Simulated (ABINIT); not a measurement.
# Hf (Im-3m) in ABINIT: a series of runs

The runs below take Hf through relaxation of cell and atoms, single point, with LDA.

Everything below comes from runs of ABINIT 10.8.3 (patched build). Logs are shortened: lines on timing, memory, paths and dates and some standing lists are left out, and cuts for length are marked. The log counts tension as positive stress, the text compression.

### Step 1. Starting point

The structure is cubic, space group Im-3m (No. 229). Conventional cell: a = 3.610 Å, b = 3.610 Å, c = 3.610 Å, α = 90.00°, β = 90.00°, γ = 90.00°. Around Hf (site symmetry m-3m) lie 8 Hf at 3.13 Å.

This isn't the form of Hf at room conditions, which is hcp.

### Step 2. Relaxation of cell and atoms, LDA

run.abi reads:

```
# Pseudopotentials
pp_dirpath "./"
pseudos "Hf.upf"

# Structure
acell 3.1263517077 3.1263517077 3.1263517077 Angstrom
rprim
    -0.5773502692     0.5773502692     0.5773502692
     0.5773502692    -0.5773502692     0.5773502692
     0.5773502692     0.5773502692    -0.5773502692
ntypat 1
znucl 72
natom 1
typat 1
chkprim 0
chksymtnons 0
tolsym 1.0e-6
xred
            0.0            0.0            0.0

# Plane-wave basis
ecut 29.0
ecutsm 0.5

# k points
kptopt 1
ngkpt 8 8 8
nshiftk 1
shiftk 0.0 0.0 0.0

# Exchange and correlation
ixc 7

# Bands and occupations
nband 10
occopt 3
tsmear 0.05 eV

# SCF cycle
nstep 80
tolvrs 1.0e-12

# Output
iomode 3
prteig 0
prtebands 0
prtwf 0
prtden 0

# Relaxation
ionmov 2
optcell 2
ntime 50
tolmxf 2.0e-5
dilatmx 1.08
```

Potentials or basis: PseudoDojo NC SR LDA v0.4.1 standard.

Launch:

```console
$ abinit run.abi > log 2>&1
```

run.abo:

```text
.Version 10.8.3 of ABINIT
 Symmetries : space group Im -3 m (#229); Bravais cI (body-center cubic)
================================================================================
 Values of the parameters that define the memory need of the present run
     intxc =       0    ionmov =       2      iscf =       7    lmnmax =       8
     lnmax =       8     mgfft =      32  mpssoang =       4    mqgrid =    3001
     natom =       1  nloc_mem =       1    nspden =       1   nspinor =       1
    nsppol =       1      nsym =      48    n1xccc =    2501    ntypat =       1
    occopt =       3   xclevel =       1
       mpw =        1508          nfft =       32768          nkpt =          29
================================================================================
================================================================================

--------------------------------------------------------------------------------
------------- Echo of variables that govern the present computation ------------
--------------------------------------------------------------------------------
 -outvars: echo values of preprocessed input variables --------
            acell      5.9079485008E+00  5.9079485008E+00  5.9079485008E+00 Bohr
              amu      1.78490000E+02
          chkprim           0
      chksymtnons           0
          dilatmx      1.08000000E+00
             ecut      2.90000000E+01 Hartree
           ecutsm      5.00000000E-01 Hartree
           ionmov           2
              ixc           7
         kptrlatt        8    0    0      0    8    0      0    0    8
          kptrlen      4.72635880E+01
            natom           1
            nband          10
            ngfft          32      32      32
             nkpt          29
            nstep          80
             nsym          48
            ntime          50
           ntypat           1
           occopt           3
          optcell           2
           prtden           0
        prtebands           0
           prteig           0
            prtwf           0
            rprim     -5.7735026920E-01  5.7735026920E-01  5.7735026920E-01
                       5.7735026920E-01 -5.7735026920E-01  5.7735026920E-01
                       5.7735026920E-01  5.7735026920E-01 -5.7735026920E-01
          spgroup         229
           tolmxf      2.00000000E-05
           tolsym      1.00000000E-06
           tolvrs      1.00000000E-12
           tsmear      1.83746611E-03 Hartree
            typat      1
            znucl       72.00000

================================================================================

 chkinp: Checking input parameters for consistency.

================================================================================
== DATASET  1 ==================================================================

--- !DatasetInfo
iteration_state: {dtset: 1, }
dimensions: {natom: 1, nkpt: 29, mband: 10, nsppol: 1, nspinor: 1, nspden: 1, mpw: 1508, }
cutoff_energies: {ecut:  29.0, pawecutdg:  -1.0, }
electrons: {nelect:   1.20000000E+01, charge:   0.00000000E+00, occopt:   3.00000000E+00, tsmear:   1.83746611E-03, }
meta: {optdriver: 0, ionmov: 2, optcell: 2, iscf: 7, paral_kgb: 0, }
...

 Exchange-correlation functional for the present dataset will be:
  LDA: Perdew-Wang 92 LSD fit to Ceperley-Alder data - ixc=7
  J.P.Perdew and Y.Wang, PRB 45, 13244 (1992)

 Real(R)+Recip(G) space primitive vectors, cartesian coordinates (Bohr,Bohr^-1):
 R(1)= -3.4109557  3.4109557  3.4109557  G(1)=  0.0000000  0.1465865  0.1465865
 R(2)=  3.4109557 -3.4109557  3.4109557  G(2)=  0.1465865  0.0000000  0.1465865
 R(3)=  3.4109557  3.4109557 -3.4109557  G(3)=  0.1465865  0.1465865  0.0000000
 Unit cell volume ucvol=  1.5874067E+02 bohr^3
 Angles (23,13,12)=  1.09471221E+02  1.09471221E+02  1.09471221E+02 degrees

 getcut: wavevector=  0.0000  0.0000  0.0000  ngfft=  32  32  32
         ecut(hartree)=     33.826   => boxcut(ratio)=   2.07085

--- Pseudopotential description ------------------------------------------------
- pspini: atom type   1  psp file is ./Hf.upf
  72.00000  12.00000  180309                  znucl, zion, pspdat
12 -1012 3 -1 1618                            pspcod,pspxc,lmax,lloc,mmax
     nproj     2     2     2     2

   2.63260789E+02                                ecore*ucvol(ha*bohr**3)
--------------------------------------------------------------------------------

================================================================================

=== [ionmov= 2] Broyden-Fletcher-Goldfarb-Shanno method (forces)
================================================================================

--- Iteration: ( 1/50) Internal Cycle: (1/1)
--------------------------------------------------------------------------------

---SELF-CONSISTENT-FIELD CONVERGENCE--------------------------------------------

--- !BeginCycle
iteration_state: {dtset: 1, itime: 1, icycle: 1, }
solver: {iscf: 7, nstep: 80, nline: 4, wfoptalg: 0, }
tolerances: {tolvrs: 1.00E-12, }
...

     iter   Etot(hartree)      deltaE(h)  residm     vres2
 ETOT  1  -56.420123532018    -5.642E+01 1.786E-01 1.443E+01
 ETOT  2  -56.436316980486    -1.619E-02 2.939E-03 4.529E-01
 ETOT  3  -56.436407008499    -9.003E-05 9.709E-04 5.891E-04
 ETOT  4  -56.436407110237    -1.017E-07 1.777E-03 1.265E-05
 ETOT  5  -56.436407112100    -1.863E-09 1.412E-03 4.373E-08
 ETOT  6  -56.436407112105    -4.988E-12 1.367E-03 5.757E-10
 ETOT  7  -56.436407112105     1.421E-14 7.596E-04 2.877E-12
 ETOT  8  -56.436407112105     2.842E-13 4.942E-04 2.187E-14

 At SCF step    8       vres2   =  2.19E-14 < tolvrs=  1.00E-12 =>converged.

 Cartesian components of stress tensor (hartree/bohr^3)
  sigma(1 1)=  4.64747183E-04  sigma(3 2)=  0.00000000E+00
  sigma(2 2)=  4.64747183E-04  sigma(3 1)=  0.00000000E+00
  sigma(3 3)=  4.64747183E-04  sigma(2 1)=  0.00000000E+00

--- !ResultsGS
iteration_state: {dtset: 1, itime: 1, icycle: 1, }
comment   : Summary of ground state results
lattice_vectors:
- [ -3.4109557,   3.4109557,   3.4109557, ]
- [  3.4109557,  -3.4109557,   3.4109557, ]
- [  3.4109557,   3.4109557,  -3.4109557, ]
lattice_lengths: [   5.90795,    5.90795,    5.90795, ]
lattice_angles: [109.471, 109.471, 109.471, ] # degrees, (23, 13, 12)
lattice_volume:   1.5874067E+02
convergence: {deltae:  2.842E-13, res2:  2.187E-14, residm:  4.942E-04, diffor: null, }
etotal    :  -5.64364071E+01
entropy   :   0.00000000E+00
fermie    :   3.44130605E-01
cartesian_stress_tensor: # hartree/bohr^3
- [  4.64747183E-04,   0.00000000E+00,   0.00000000E+00, ]
- [  0.00000000E+00,   4.64747183E-04,   0.00000000E+00, ]
- [  0.00000000E+00,   0.00000000E+00,   4.64747183E-04, ]
pressure_GPa:  -1.3673E+01
xred      :
- [  0.0000E+00,   0.0000E+00,   0.0000E+00, Hf]
cartesian_forces: # hartree/bohr
- [ -0.00000000E+00,  -0.00000000E+00,  -0.00000000E+00, ]
force_length_stats: {min:   0.00000000E+00, max:   0.00000000E+00, mean:   0.00000000E+00, }
...
[... 358 lines left out ...]
---OUTPUT-----------------------------------------------------------------------

 Cartesian coordinates (xcart) [bohr]
  0.00000000000000E+00  0.00000000000000E+00  0.00000000000000E+00
 Reduced coordinates (xred)
  0.00000000000000E+00  0.00000000000000E+00  0.00000000000000E+00
 Cartesian forces (fcart) [Ha/bohr]; max,rms= 0.00000E+00 0.00000E+00 (free atoms)
 -0.00000000000000E+00 -0.00000000000000E+00 -0.00000000000000E+00
 Gradient of E wrt nuclear positions in reduced coordinates (gred)
 -0.00000000000000E+00 -0.00000000000000E+00 -0.00000000000000E+00
 Scale of Primitive Cell (acell) [bohr]
  5.61979153218159E+00  5.61979153218159E+00  5.61979153218159E+00
 Real space primitive translations (rprimd) [bohr]
 -3.24458815389462E+00  3.24458815389462E+00  3.24458815389462E+00
  3.24458815389462E+00 -3.24458815389462E+00  3.24458815389462E+00
  3.24458815389462E+00  3.24458815389462E+00 -3.24458815389462E+00
 Unitary Cell Volume (ucvol) [Bohr^3]=  1.36627690107185E+02
 Angles (23,13,12)= [degrees]
  1.09471220634491E+02  1.09471220634491E+02  1.09471220634491E+02
 Lengths [Bohr]
  5.61979153218159E+00  5.61979153218159E+00  5.61979153218159E+00
 Stress tensor in cartesian coordinates (strten) [Ha/bohr^3]
  1.05632799099822E-07  0.00000000000000E+00  0.00000000000000E+00
  0.00000000000000E+00  1.05632799096353E-07  0.00000000000000E+00
  0.00000000000000E+00  0.00000000000000E+00  1.05632799092883E-07
 Total energy (etotal) [Ha]= -5.64421312153412E+01

 Difference of energy with previous step (new-old):
           Absolute (Ha)=-7.09433E-07
           Relative     =-1.25692E-08

 At Broyd/MD step   5, gradients are converged :
  max grad (force/stress) = 1.0563E-05 < tolmxf= 2.0000E-05 ha/bohr (free atoms)

================================================================================

 ----iterations are completed or convergence reached----

 Mean square residual over all n,k,spin=   40.610E-16; max=  51.568E-14
 reduced coordinates (array xred) for    1 atoms
       0.000000000000      0.000000000000      0.000000000000
 rms dE/dt=  0.0000E+00; max dE/dt=  0.0000E+00; dE/dt below (all hartree)
    1       0.000000000000      0.000000000000      0.000000000000

 cartesian coordinates (angstrom) at end:
    1      0.00000000000000     0.00000000000000     0.00000000000000

 cartesian forces (hartree/bohr) at end:
    1     -0.00000000000000    -0.00000000000000    -0.00000000000000
 frms,max,avg= 0.0000000E+00 0.0000000E+00   0.000E+00  0.000E+00  0.000E+00 h/b

 cartesian forces (eV/Angstrom) at end:
    1     -0.00000000000000    -0.00000000000000    -0.00000000000000
 frms,max,avg= 0.0000000E+00 0.0000000E+00   0.000E+00  0.000E+00  0.000E+00 e/A
 length scales=  5.619791532182  5.619791532182  5.619791532182 bohr
              =  2.973865606839  2.973865606839  2.973865606839 angstroms
 Fermi (or HOMO) energy (hartree) =   0.41302   Average Vxc (hartree)=  -0.46018
 Eigenvalues (hartree) for nkpt=  29  k points:
 kpt#   1, nband= 10, wtk=  0.00195, kpt=  0.0000  0.0000  0.0000 (reduced coord)
  -1.83781   -0.66698   -0.66698   -0.66698    0.14428    0.46922    0.46922    0.46922
   0.58310    0.58310
      occupation numbers for kpt#   1
   2.00000    2.00000    2.00000    2.00000    2.00000    0.00000    0.00000    0.00000
   0.00000    0.00000
 prteigrs : prtvol=0 or 1, do not print more k-points.

--- !EnergyTerms
iteration_state     : {dtset: 1, itime: 5, icycle: 1, }
comment             : Components of total free energy in Hartree
kinetic             :  1.46216746696623E+01
hartree             :  6.59817200800234E+00
xc                  : -1.41750070886400E+01
Ewald energy        : -4.03787469990764E+01
psp_core            :  1.92684798317896E+00
local_psp           : -2.75723258176526E+01
non_local_psp       :  2.53783114418326E+00
internal            : -5.64415541003421E+01
'-kT*entropy'       : -5.77114999170497E-04
total_energy        : -5.64421312153412E+01
total_energy_eV     : -1.53586863304699E+03
band_energy         : -6.41064086947567E+00
...

 Cartesian components of stress tensor (hartree/bohr^3)
  sigma(1 1)=  1.05632799E-07  sigma(3 2)=  0.00000000E+00
  sigma(2 2)=  1.05632799E-07  sigma(3 1)=  0.00000000E+00
  sigma(3 3)=  1.05632799E-07  sigma(2 1)=  0.00000000E+00

-Cartesian components of stress tensor (GPa)         [Pressure= -3.1078E-03 GPa]
- sigma(1 1)=  3.10782425E-03  sigma(3 2)=  0.00000000E+00
- sigma(2 2)=  3.10782425E-03  sigma(3 1)=  0.00000000E+00
- sigma(3 3)=  3.10782425E-03  sigma(2 1)=  0.00000000E+00

== END DATASET(S) ==============================================================
================================================================================

 -outvars: echo values of variables after computation  --------
            acell      5.6197915322E+00  5.6197915322E+00  5.6197915322E+00 Bohr
           etotal     -5.6442131215E+01
            fcart     -0.0000000000E+00 -0.0000000000E+00 -0.0000000000E+00
            rprim     -5.7735026919E-01  5.7735026919E-01  5.7735026919E-01
                       5.7735026919E-01 -5.7735026919E-01  5.7735026919E-01
                       5.7735026919E-01  5.7735026919E-01 -5.7735026919E-01
           strten      1.0563279910E-07  1.0563279910E-07  1.0563279909E-07
                       0.0000000000E+00  0.0000000000E+00  0.0000000000E+00
 Calculation completed.
```

Run time: 46 s. Hardware: 1 thread of Arm Neoverse V1, shared host; peak memory 0.07 GiB.

Results:

| Property | Result |
| --- | --- |
| Free energy | -1535.8686 eV |
| Relaxed volume | 20.25 Å³/atom |
| Relaxed cell | a = 2.974 Å, b = 2.974 Å, c = 2.974 Å, α = 109.47°, β = 109.47°, γ = 109.47° |
| Space group after relaxing (to 0.05 Å) | Im-3m (No. 229) |
| Energy gained by relaxing | 155.8 meV/atom |
| Ionic steps | 5 |
| Pressure after relaxing | 0.0 GPa |
| Band gap on the k mesh | none (metal or under the smearing width) |

The path:
```
step  energy change (eV)  largest force (eV/Å)  pressure (GPa)  volume (Å³)
   1              0.0000                0.0000          -13.67        23.52
   2             -0.0736                0.0000          -10.54        22.55
   3             -0.1541                0.0000            1.78        19.95
   4             -0.1557                0.0000           -0.19        20.28
   5             -0.1558                0.0000            0.00        20.25
```

Final structure:
```
CELL_PARAMETERS angstrom
-1.71696 1.71696 1.71696
1.71696 -1.71696 1.71696
1.71696 1.71696 -1.71696
ATOMIC_POSITIONS crystal
Hf 0.00000 0.00000 0.00000
```

Caveat: the volume moved by -14 % from the deposited cell, more than functionals usually miss.

### Step 3. Single point, LDA (cell relaxed)

run.abi reads:

```
pp_dirpath "./"
pseudos "Hf.upf"

acell 2.9738656092 2.9738656092 2.9738656092 Angstrom
rprim
    -0.5773502692     0.5773502692     0.5773502692
     0.5773502692    -0.5773502692     0.5773502692
     0.5773502692     0.5773502692    -0.5773502692
ntypat 1
znucl 72
natom 1
typat 1
xcart
     0.0000000000     0.0000000000     0.0000000000
chkprim 0
chksymtnons 0
tolsym 1.0e-6

ecut 29.0

kptopt 1
ngkpt 8 8 8
nshiftk 1
shiftk 0.0 0.0 0.0

ixc 7

nband 10
occopt 3
tsmear 0.00183747

nstep 100
tolvrs 1.0e-10

iomode 3
prtwf 0
prteig 0
prtebands 0
enunit 1
prtden 1
prtvha 1
prtvclmb 1
prtpot 1
prtelf 1
```

Potentials or basis: PseudoDojo NC SR LDA v0.4.1 standard.

Launch:

```console
$ abinit run.abi > log 2>&1
```

Run time: 8.4 s. Hardware: 1 thread of Arm Neoverse V1, shared host; peak memory 0.07 GiB.

Results (log left out):

```yaml
Free_energy: -1535.8687 eV
Pressure: 0.0 GPa
Band_gap_on_the_k_mesh: none (metal or under the smearing width)
Valence_electrons_inside_the_program's_atomic_spheres: Hf 8.49 (radii [1.0584] Å)
```

Levels at points of the mesh, in eV from the Fermi level:
```
           k point  band 3  band 4  band 5  band 6  band 7  band 8  band 9  band 10
(0.00, 0.00, 0.00)  -29.39  -29.39   -7.31    1.53    1.53    1.53    4.63     4.63
(0.50, 0.00, 0.00)  -29.75  -29.40   -3.69   -0.72    1.61    4.50    5.61     8.49
(0.50, 0.50, 0.50)  -30.18  -30.18   -3.01   -3.01    7.51    7.51    7.54     8.11
```

Spin-orbit coupling is left out, which matters for the levels of Hf.
